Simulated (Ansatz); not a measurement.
# Input and output of a self-consistent single point for CsCl (Pm-3m, 2 atoms in the cell) (Ansatz)

Level of theory: PBE (plane waves, PAW; Ansatz, a quantum-chemistry and plane-wave program).

This input was run:

Ansatz 0.2 input:
```yaml
crystal:
  lattice:
    - [4.115937, 0.000000, 0.000000]
    - [0.000000, 4.115937, 0.000000]
    - [0.000000, 0.000000, 4.115937]
  atoms:
    - { symbol: Cs, position: [0.000000, 0.000000, 0.000000] }
    - { symbol: Cl, position: [0.500000, 0.500000, 0.500000] }
basis:
  ecutwfc: 420.0 eV
kpoints:
  mp_grid: { grid: [4, 4, 4] }
hamiltonian:
  xc: pbe
  pseudopotentials: { kind: paw }
scf:
  occupations: { method: fermi_dirac, width: 0.01 eV }
output:
  forces: true
  eigenvalues: true
  stress: true
```

Log, with long lists cut:

```
WARN ansatz: RAYON_NUM_THREADS=1 ignored (pool sized by the plan → 1); use --threads N
Pseudopotentials: kind: paw
Pseudopotential: Cs, paw, valence charge 9
Pseudopotential: Cl, paw, valence charge 7
Crystal: 2 atoms, lattice volume = 69.728 Å³
Basis set: ecut = 420 eV, 1357 PW (Γ), exchange–correlation on 60×60×60 points (8 copies of the dense FFT grid, shifted against one another)
Bands: 12, of which v1, the nominal top of the filled ones, is band 8 counted from 1 (7 counted from 0)
Symmetry: 48 space group operations
Space group: Pm-3m (ITA 221), of the structure as read, at distance tolerance 4.1e-5 Å
k-points: 10 of 64
Initial density: superposition of atomic densities (neutral atoms: chi_scale 0, normalization atom), corrected by the library's trained network
Initial wavefunctions: pseudopotential atomic-orbital guess
Eigensolver: davidson
Functional: x = pbe(κ = 0.804, μ = 0.2195149727645171), c = pbe(β = 0.06672455060314922)
SCF iter   1: F=—  HF=-6754.118046 eV  |F-HF|=—  |Δ(HF+E_count)|=         —  Δρ=2.53e-4  dr2=4.11e-5  ethr=1.77e-3  ⟨swp⟩=7.7  Hψ=849  notcnv=0
all-band conjugate gradients solve this SCF's bands
preconditioner: auto → none
SCF iter   2: F=—  HF=-6754.118420 eV  |F-HF|=—  |Δ(HF+E_count)|=   3.73e-4  Δρ=1.69e-4  dr2=2.51e-5  ethr=2.57e-7  ⟨swp⟩=3.2  Hψ=380  notcnv=0
SCF iter   3: F=—  HF=-6754.118496 eV  |F-HF|=—  |Δ(HF+E_count)|=   7.60e-5  Δρ=2.02e-4  dr2=4.13e-5  ethr=1.57e-7  ⟨swp⟩=2.0  Hψ=239  notcnv=0
SCF iter   4: F=—  HF=-6754.118482 eV  |F-HF|=—  |Δ(HF+E_count)|=   1.38e-5  Δρ=5.92e-5  dr2=3.07e-6  ethr=1.57e-7  ⟨swp⟩=2.0  Hψ=174  notcnv=0
SCF iter   5: F=—  HF=-6754.118481 eV  |F-HF|=—  |Δ(HF+E_count)|=   9.50e-7  Δρ=1.80e-5  dr2=2.70e-7  ethr=1.92e-8  ⟨swp⟩=2.8  Hψ=206  notcnv=0
SCF iter   6: F=-6754.118481 eV  HF=-6754.118481 eV  |F-HF|=6.04e-10  |Δ(HF+E_count)|=   5.23e-8  Δρ=9.13e-7  dr2=6.94e-10  ethr=6.25e-10  ⟨swp⟩=5.8  Hψ=587  notcnv=0
SCF 1 converged in 6 iterations: F = -6754.118481 eV  dr2 = 6.94e-10
SCF converged after 6 iterations
Free energy (F): -6754.118481 eV
Harris-Foulkes:  -6754.118481 eV  (|F-HF|=6.04e-10)
Internal energy: -6754.118481 eV  (E = F + TS)
E sigma→0 (E₀):  -6754.118481 eV
Fermi energy:    5.711686 eV
--- Per-component energies (eV) ---
  E_band       = -53.339230
  E_kinetic    = 304.769922
  E_local      = -424.555708  (includes V_loc(G=0)·N_el)
  E_nonlocal   = 58.567600
  E_hartree    = 137.848029
  E_xc         = -282.769536
  E_vxc        = -250.218367  (∫ρ·V_xc dr)
  E_paw        = -5726.016963  (= ΣΔE_a)
  E_vpaw       = -17.599292  (= ΣTr[D̂ρ^β])
  E_aug_tail   = 0.000089  (compensation charges beyond the density's cutoff)
  E_ewald      = -821.961915
  E_smearing   = -0.000000  (= −TS)
  E_closure    = -0.000000  (closes the sum)
  Σ components = -6754.118481   (vs F -6754.118481, Δ=0.00e0)
--- Forces (eV/Å), atoms counted from 1 ---
  atom   1  Cs     0.00000000     0.00000000    -0.00000000
  atom   2  Cl     0.00000000    -0.00000000     0.00000000
  max |Σ_I F_I| component: 5.36e-30 eV/Å
--- Stress (GPa, compression-positive) ---
        1.106128       0.000000       0.000000
       -0.000000       1.106128       0.000000
        0.000000      -0.000000       1.106128
  P = ⅓ Tr σ = 1.1061 GPa (11.061 kbar)
  The stress holds the Pulay correction. Without it, at fixed plane waves, as pw.x and ABINIT print it: P = 1.1053 GPa
--- Band table (eV; the first three rows and the last of 10) ---
  k-point 0: bands = ["-16.2950", "-9.1245", "-2.7829", "-2.7829", "-2.7829", "3.0584", "3.0584", "3.0584", "8.3540", "8.4566", "8.4566", "13.1051"]
  k-point 1: bands = ["-16.2534", "-9.1463", "-3.0697", "-2.7118", "-2.7118", "2.4066", "2.9429", "2.9429", "8.8547", "9.4981", "9.9321", "12.7201"]
  k-point 2: bands = ["-16.2109", "-9.1723", "-3.3167", "-2.6376", "-2.6376", "1.8857", "2.8209", "2.8209", "9.4857", "10.7035", "11.9812", "12.0398"]
  k-point 9: bands = ["-16.0724", "-8.9569", "-3.3212", "-3.3212", "-3.3212", "1.9561", "1.9561", "1.9561", "11.5864", "11.5864", "11.5864", "13.5350"]
```

The run converged in 6 iterations.

The starting cell comes from a database of computed structures (which also holds hypothetical and non-ambient phases and stackings), without a prior relaxation at this level. Its lattice was rescaled by a random factor within 2.5 % of one. Ansatz's pressure includes its estimate of the finite-basis (Pulay) stress.
